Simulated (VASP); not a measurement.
# Ti (P6_3/mmc) in VASP: further runs

The runs below take Ti through electric field gradients, with PBEsol, PBE, r2SCAN.

All numbers are computed with VASP 6.6.1; they aren't measurements. Logs are shortened: lines on timing, memory, paths and dates and some standing lists are left out, and cuts for length are marked.

## Step 1: The crystal as given

The structure is hexagonal, space group P6_3/mmc (No. 194). Conventional cell: a = 2.950 Å, b = 2.950 Å, c = 4.680 Å, α = 90.00°, β = 90.00°, γ = 120.00°. Ti (site symmetry -6m2) is surrounded by 12 Ti at 2.89 to 2.95 Å.

## Step 2: Electric field gradients, PBEsol

The input, INCAR:

```
PREC = Accurate
ENCUT = 500
EDIFF = 1E-7
ISMEAR = -1
SIGMA = 0.05
LREAL = F
LASPH = T
NELM = 60
ALGO = Normal
ISIF = 2
LWAVE = F
LCHARG = F
GGA = PS
LEFG = T
```

The input, KPOINTS:

```
regular mesh
0
Gamma
  13 13 7
```

The input, POSCAR:

```
Ti
1.0
    2.9500000000      0.0000000000      0.0000000000
   -1.4750000000      2.5547749412      0.0000000000
    0.0000000000      0.0000000000      4.6800000000
Ti
2
Direct
    0.3333333333      0.6666666667      0.2500000000
    0.6666666667      0.3333333333      0.7500000000
```

Potentials or basis: VASP PAW PBE potentials, release 64 (Ti).

On the command line:

```bash
$ cat potpaw_PBE.64/Ti/POTCAR > POTCAR
$ mpirun -np 1 vasp_std > vasp.out
```

OUTCAR:

```text
PREC = Accurate
   ENCUT = 500
   EDIFF = 1E-7
   ISMEAR = -1
   LREAL = F
   LASPH = T
   NELM = 60
   ISIF = 2
   GGA = PS

 ion  position               nearest neighbor table
   1  0.333  0.667  0.250-   2 2.89   2 2.89   2 2.89   2 2.89   2 2.89   2 2.89
   2  0.667  0.333  0.750-   1 2.89   1 2.89   1 2.89   1 2.89   1 2.89   1 2.89

  LATTYP: Found a hexagonal cell.
 ALAT       =     2.9500000000
 C/A-ratio  =     1.5864406780

  Lattice vectors:

 A1 = (   2.9500000000,   0.0000000000,   0.0000000000)
 A2 = (  -1.4750000000,   2.5547749412,   0.0000000000)
 A3 = (   0.0000000000,   0.0000000000,   4.6800000000)

Analysis of symmetry for initial positions (statically):
=====================================================================
 Subroutine PRICEL returns:
 Original cell was already a primitive cell.

 Routine SETGRP: Setting up the symmetry group for a
 hexagonal supercell.

 Subroutine GETGRP returns: Found 24 space group operations
 (whereof 12 operations were pure point group operations)
 out of a pool of 24 trial point group operations.

The static configuration has the point symmetry D_3d.
 The point group associated with its full space group is D_6h.

Analysis of symmetry for dynamics (positions and initial velocities):
=====================================================================
 Subroutine PRICEL returns:
 Original cell was already a primitive cell.

 Routine SETGRP: Setting up the symmetry group for a
 hexagonal supercell.

 Subroutine GETGRP returns: Found 24 space group operations
 (whereof 12 operations were pure point group operations)
 out of a pool of 24 trial point group operations.

The dynamic configuration has the point symmetry D_3d.
 The point group associated with its full space group is D_6h.

 Subroutine INISYM returns: Found 24 space group operations
 (whereof 12 operations are pure point group operations),
 and found     1 'primitive' translations

----------------------------------------------------------------------------------------

                                     Primitive cell

  volume of cell :      35.2712

[... 131 lines left out ...]
  ext. energy  EPLUGINS =         0.00000000
  ---------------------------------------------------
  free energy    TOTEN  =       -16.52283481 eV

  energy without entropy =      -16.50387043  energy(sigma->0) =      -16.51335262

 E-fermi :   2.8549     XC(G=0): -11.1119

 val. band max:        2.8502969712   @ k =   0.3077   0.2308   0.4286
 cond. band min:       2.8610052814   @ k =   0.0769   0.0769   0.4286
 fundamental gap:      0.0107083103
 Fermi energy:         2.8549266263

 k-point     1 :       0.0000    0.0000    0.0000
  band No.  band energies     occupation
      1      -3.2430      2.00000
      2       0.2315      2.00000
      3       3.5661      0.00000
      4       3.6028      0.00000
      5       3.6028      0.00000
      6       3.6975      0.00000
      7       4.0826      0.00000
      8       4.0826      0.00000
[... 243 lines left out ...]
 k-point    24 :       0.1538    0.0000    0.1429
  band No.  band energies     occupation
      1      -2.4501      2.00000
      2       0.6317      2.00000
      3       2.4794      1.99891
      4       2.9392      0.31277
      5       3.6803      0.00000
      6       3.8481      0.00000
      7       3.9032      0.00000
      8       4.2927      0.00000

 [... further k-points ...]

------------------------ aborting loop because EDIFF is reached ----------------------------------------

  FORCE on cell =-STRESS in cart. coord.  units (eV):
  Direction    XX          YY          ZZ          XY          YZ          ZX
  --------------------------------------------------------------------------------------
  -------------------------------------------------------------------------------------
  Total       -1.5410396     -1.5410396     -1.6179485      0.0000000      0.0000000      0.0000000
  in kB      -70.0009369    -70.0009369    -73.4944872      0.0000000      0.0000000      0.0000000
  external PRESSURE =     -71.1654537 kB  Pullay stress =       0.0000000 kB

 VOLUME and BASIS-vectors are now :
 -----------------------------------------------------------------------------
  energy-cutoff  :      500.00
  volume of cell :       35.27
      direct lattice vectors                 reciprocal lattice vectors
     2.950000000  0.000000000  0.000000000     0.338983051  0.195711956  0.000000000
    -1.475000000  2.554774941  0.000000000     0.000000000  0.391423911  0.000000000
     0.000000000  0.000000000  4.680000000     0.000000000  0.000000000  0.213675214

 POSITION                                       TOTAL-FORCE (eV/Angst)
 -----------------------------------------------------------------------------------
     -0.00000      1.70318      1.17000        -0.000000      0.000000      0.000000
      1.47500      0.85159      3.51000         0.000000     -0.000000      0.000000
 -----------------------------------------------------------------------------------
    total drift:                                0.000000     -0.000000      0.000000

  FREE ENERGIE OF THE ION-ELECTRON SYSTEM (eV)
  ---------------------------------------------------
  free  energy   TOTEN  =       -16.5228348088 eV

  energy  without entropy=      -16.5038704345  energy(sigma->0) =      -16.51335262

 Electric field gradients (V/A^2)
---------------------------------------------------------------------
 ion       V_xx      V_yy      V_zz      V_xy      V_xz      V_yz
---------------------------------------------------------------------
   1      -7.850    -7.850    15.700    -0.000    -0.000     0.000
   2      -7.850    -7.850    15.700    -0.000     0.000    -0.000
---------------------------------------------------------------------

 Electric field gradients after diagonalization (V/A^2)
 (convention: |V_zz| > |V_xx| > |V_yy|)
----------------------------------------------------------------------
 ion       V_xx      V_yy      V_zz     asymmetry (V_yy - V_xx)/ V_zz
----------------------------------------------------------------------
   1      -7.850    -7.850    15.700       0.000
   2      -7.850    -7.850    15.700       0.000
----------------------------------------------------------------------

           NMR quadrupolar parameters

 Cq : quadrupolar parameter    Cq=e*Q*V_zz/h
 eta: asymmetry parameters     (V_yy - V_xx)/ V_zz
 Q  : nuclear electric quadrupole moment in mb (millibarn)
----------------------------------------------------------------------
 ion       Cq(MHz)       eta       Q (mb)
----------------------------------------------------------------------
   1       0.038       0.000       1.000
   2       0.038       0.000       1.000
----------------------------------------------------------------------
```

Run time: 11 s. Hardware: 1 thread of Intel Xeon Platinum 8488C (Sapphire Rapids), shared host; peak memory 0.16 GiB.

What came out:

```yaml
Free_energy: -16.5228 eV
Pressure: -7.1 GPa
Band_gap_on_the_k_mesh: none (metal or under the smearing width)
```

Electric field gradients, principal values (V/Å²):
| atom | Vxx | Vyy | Vzz |
| --- | --- | --- | --- |
| 1 Ti | -7.850 | -7.850 | 15.700 |
| 2 Ti | -7.850 | -7.850 | 15.700 |

Caveat: the PAW data sets were made with another functional, which shifts forces and pressure a little.

## Step 3: Electric field gradients, PBEsol

INCAR, as its differences from that of step 2:

```diff
@@ -1,3 +1,3 @@
 PREC = Accurate
-ENCUT = 500
+ENCUT = 600
 EDIFF = 1E-7
```

KPOINTS is that of step 2.

POSCAR is that of step 2.

Potentials or basis: VASP PAW PBE potentials, release 64 (Ti_sv).

On the command line:

```bash
$ cat potpaw_PBE.64/Ti_sv/POTCAR > POTCAR
$ mpirun -np 1 vasp_std > vasp.out
```

OUTCAR:

```text
PREC = Accurate
   ENCUT = 600
   EDIFF = 1E-7
   ISMEAR = -1
   LREAL = F
   LASPH = T
   NELM = 60
   ISIF = 2
   GGA = PS

 ion  position               nearest neighbor table
   1  0.333  0.667  0.250-   2 2.89   2 2.89   2 2.89   2 2.89   2 2.89   2 2.89
   2  0.667  0.333  0.750-   1 2.89   1 2.89   1 2.89   1 2.89   1 2.89   1 2.89

  LATTYP: Found a hexagonal cell.
 ALAT       =     2.9500000000
 C/A-ratio  =     1.5864406780

  Lattice vectors:

 A1 = (   2.9500000000,   0.0000000000,   0.0000000000)
 A2 = (  -1.4750000000,   2.5547749412,   0.0000000000)
 A3 = (   0.0000000000,   0.0000000000,   4.6800000000)

Analysis of symmetry for initial positions (statically):
=====================================================================
 Subroutine PRICEL returns:
 Original cell was already a primitive cell.

 Routine SETGRP: Setting up the symmetry group for a
 hexagonal supercell.

 Subroutine GETGRP returns: Found 24 space group operations
 (whereof 12 operations were pure point group operations)
 out of a pool of 24 trial point group operations.

The static configuration has the point symmetry D_3d.
 The point group associated with its full space group is D_6h.

Analysis of symmetry for dynamics (positions and initial velocities):
=====================================================================
 Subroutine PRICEL returns:
 Original cell was already a primitive cell.

 Routine SETGRP: Setting up the symmetry group for a
 hexagonal supercell.

 Subroutine GETGRP returns: Found 24 space group operations
 (whereof 12 operations were pure point group operations)
 out of a pool of 24 trial point group operations.
[... 162 lines left out ...]
      3     -25.2800      2.00000
      4     -24.6569      2.00000
      5     -24.6569      2.00000
      6     -24.5981      2.00000
[... 433 lines left out ...]
      3     -25.2055      2.00000
      4     -24.7472      2.00000
      5     -24.6982      2.00000
      6     -24.6830      2.00000
[... 8 lines left out ...]
     15       9.1187      0.00000
     16       9.5122      0.00000

 [... further k-points ...]

------------------------ aborting loop because EDIFF is reached ----------------------------------------

  FORCE on cell =-STRESS in cart. coord.  units (eV):
  Direction    XX          YY          ZZ          XY          YZ          ZX
  --------------------------------------------------------------------------------------
  -------------------------------------------------------------------------------------
  Total       -1.2809944     -1.2809944     -1.3603090     -0.0000000      0.0000000      0.0000000
  in kB      -58.1885175    -58.1885175    -61.7913416     -0.0000000      0.0000000      0.0000000
  external PRESSURE =     -59.3894589 kB  Pullay stress =       0.0000000 kB

 VOLUME and BASIS-vectors are now :
 -----------------------------------------------------------------------------
  energy-cutoff  :      600.00
  volume of cell :       35.27
      direct lattice vectors                 reciprocal lattice vectors
     2.950000000  0.000000000  0.000000000     0.338983051  0.195711956  0.000000000
    -1.475000000  2.554774941  0.000000000     0.000000000  0.391423911  0.000000000
     0.000000000  0.000000000  4.680000000     0.000000000  0.000000000  0.213675214

 POSITION                                       TOTAL-FORCE (eV/Angst)
 -----------------------------------------------------------------------------------
     -0.00000      1.70318      1.17000         0.000000      0.000000      0.000000
      1.47500      0.85159      3.51000        -0.000000     -0.000000      0.000000
 -----------------------------------------------------------------------------------
    total drift:                               -0.000000      0.000000     -0.000000

  FREE ENERGIE OF THE ION-ELECTRON SYSTEM (eV)
  ---------------------------------------------------
  free  energy   TOTEN  =       -16.6501256741 eV

  energy  without entropy=      -16.6315803962  energy(sigma->0) =      -16.64085304

 Electric field gradients (V/A^2)
---------------------------------------------------------------------
 ion       V_xx      V_yy      V_zz      V_xy      V_xz      V_yz
---------------------------------------------------------------------
   1      -8.490    -8.490    16.980    -0.000     0.000    -0.000
   2      -8.490    -8.490    16.980    -0.000    -0.000     0.000
---------------------------------------------------------------------

 Electric field gradients after diagonalization (V/A^2)
 (convention: |V_zz| > |V_xx| > |V_yy|)
----------------------------------------------------------------------
 ion       V_xx      V_yy      V_zz     asymmetry (V_yy - V_xx)/ V_zz
----------------------------------------------------------------------
   1      -8.490    -8.490    16.980       0.000
   2      -8.490    -8.490    16.980       0.000
----------------------------------------------------------------------

           NMR quadrupolar parameters

 Cq : quadrupolar parameter    Cq=e*Q*V_zz/h
 eta: asymmetry parameters     (V_yy - V_xx)/ V_zz
 Q  : nuclear electric quadrupole moment in mb (millibarn)
----------------------------------------------------------------------
 ion       Cq(MHz)       eta       Q (mb)
----------------------------------------------------------------------
   1       0.041       0.000       1.000
   2       0.041       0.000       1.000
----------------------------------------------------------------------
```

stdout:

```text
POSCAR found type information on POSCAR Ti
 POSCAR found :  1 types and       2 ions
 scaLAPACK will be used
 -----------------------------------------------------------------------------
|                                                                             |
|                                                                             |
|     You enforced a specific xc type in the INCAR file but a different       |
|     I HOPE YOU KNOW WHAT YOU ARE DOING!                                     |
|                                                                             |
 -----------------------------------------------------------------------------

 LDA part: xc-table for (Slater+PW92), standard interpolation
 POSCAR, INCAR and KPOINTS ok, starting setup
 FFT: planning ... GRIDC
 FFT: planning ... GRID_SOFT
 FFT: planning ... GRID
 WAVECAR not read
 entering main loop
ion   1

ion   2
```

Run time: 27 s. Hardware: 1 thread of Intel Xeon Platinum 8488C (Sapphire Rapids), shared host; peak memory 0.18 GiB.

What came out:

```
Free energy            : -16.6501 eV
Pressure               : -5.9 GPa
Band gap on the k mesh : none (metal or under the smearing width)
```

Stress tensor (GPa, compression positive):
```
-5.82  0.00  0.00
 0.00 -5.82  0.00
 0.00  0.00 -6.18
```

Electric field gradients, principal values (V/Å²):
```tsv
atom	Vxx	Vyy	Vzz
1 Ti	-8.490	-8.490	16.980
2 Ti	-8.490	-8.490	16.980
```

Caveat: the PAW data sets were made with another functional, which shifts forces and pressure a little.

## Step 4: Electric field gradients, PBE

The input, INCAR:

```
PREC = Accurate
ENCUT = 520
EDIFF = 1E-7
ISMEAR = -1
SIGMA = 0.05
LREAL = F
LASPH = T
NELM = 60
ALGO = Normal
ISIF = 2
LWAVE = F
LCHARG = F
GGA = PE
LEFG = T
```

KPOINTS is that of step 3.

POSCAR is that of step 3.

Potentials or basis: VASP PAW PBE potentials, release 64 (Ti_sv).

On the command line:

```bash
$ cat potpaw_PBE.64/Ti_sv/POTCAR > POTCAR
$ mpirun -np 1 vasp_std > vasp.out
```

OUTCAR:

```text
PREC = Accurate
   ENCUT = 520
   EDIFF = 1E-7
   ISMEAR = -1
   LREAL = F
   LASPH = T
   NELM = 60
   ISIF = 2
   GGA = PE

 ion  position               nearest neighbor table
   1  0.333  0.667  0.250-   2 2.89   2 2.89   2 2.89   2 2.89   2 2.89   2 2.89
   2  0.667  0.333  0.750-   1 2.89   1 2.89   1 2.89   1 2.89   1 2.89   1 2.89

  LATTYP: Found a hexagonal cell.
 ALAT       =     2.9500000000
 C/A-ratio  =     1.5864406780

  Lattice vectors:

 A1 = (   2.9500000000,   0.0000000000,   0.0000000000)
 A2 = (  -1.4750000000,   2.5547749412,   0.0000000000)
 A3 = (   0.0000000000,   0.0000000000,   4.6800000000)

Analysis of symmetry for initial positions (statically):
=====================================================================
 Subroutine PRICEL returns:
 Original cell was already a primitive cell.

 Routine SETGRP: Setting up the symmetry group for a
[... 648 lines left out ...]
  energy-cutoff  :      520.00
  volume of cell :       35.27
      direct lattice vectors                 reciprocal lattice vectors
     2.950000000  0.000000000  0.000000000     0.338983051  0.195711956  0.000000000
    -1.475000000  2.554774941  0.000000000     0.000000000  0.391423911  0.000000000
     0.000000000  0.000000000  4.680000000     0.000000000  0.000000000  0.213675214

 POSITION                                       TOTAL-FORCE (eV/Angst)
 -----------------------------------------------------------------------------------
     -0.00000      1.70318      1.17000         0.000000     -0.000000      0.000000
      1.47500      0.85159      3.51000        -0.000000      0.000000      0.000000
 -----------------------------------------------------------------------------------
    total drift:                               -0.000000      0.000000     -0.000000

  FREE ENERGIE OF THE ION-ELECTRON SYSTEM (eV)
  ---------------------------------------------------
  free  energy   TOTEN  =       -15.6770219902 eV

  energy  without entropy=      -15.6587736800  energy(sigma->0) =      -15.66789784

 Electric field gradients (V/A^2)
---------------------------------------------------------------------
 ion       V_xx      V_yy      V_zz      V_xy      V_xz      V_yz
---------------------------------------------------------------------
   1      -8.448    -8.448    16.896    -0.000     0.000    -0.000
   2      -8.448    -8.448    16.896    -0.000    -0.000     0.000
---------------------------------------------------------------------

 Electric field gradients after diagonalization (V/A^2)
 (convention: |V_zz| > |V_xx| > |V_yy|)
----------------------------------------------------------------------
 ion       V_xx      V_yy      V_zz     asymmetry (V_yy - V_xx)/ V_zz
----------------------------------------------------------------------
   1      -8.448    -8.448    16.896       0.000
   2      -8.448    -8.448    16.896       0.000
----------------------------------------------------------------------

           NMR quadrupolar parameters

 Cq : quadrupolar parameter    Cq=e*Q*V_zz/h
 eta: asymmetry parameters     (V_yy - V_xx)/ V_zz
 Q  : nuclear electric quadrupole moment in mb (millibarn)
----------------------------------------------------------------------
 ion       Cq(MHz)       eta       Q (mb)
----------------------------------------------------------------------
   1       0.041       0.000       1.000
   2       0.041       0.000       1.000
----------------------------------------------------------------------
```

Run time: 24 s. Hardware: 1 thread of Intel Xeon Platinum 8488C (Sapphire Rapids), shared host; peak memory 0.17 GiB.

What came out:

- Free energy: -15.6770 eV
- Pressure: -1.8 GPa
- Band gap on the k mesh: none (metal or under the smearing width)

Electric field gradients, principal values (V/Å²):
```
atom     Vxx     Vyy     Vzz
1 Ti  -8.448  -8.448  16.896
2 Ti  -8.448  -8.448  16.896
```

[end of part 1 of 2]
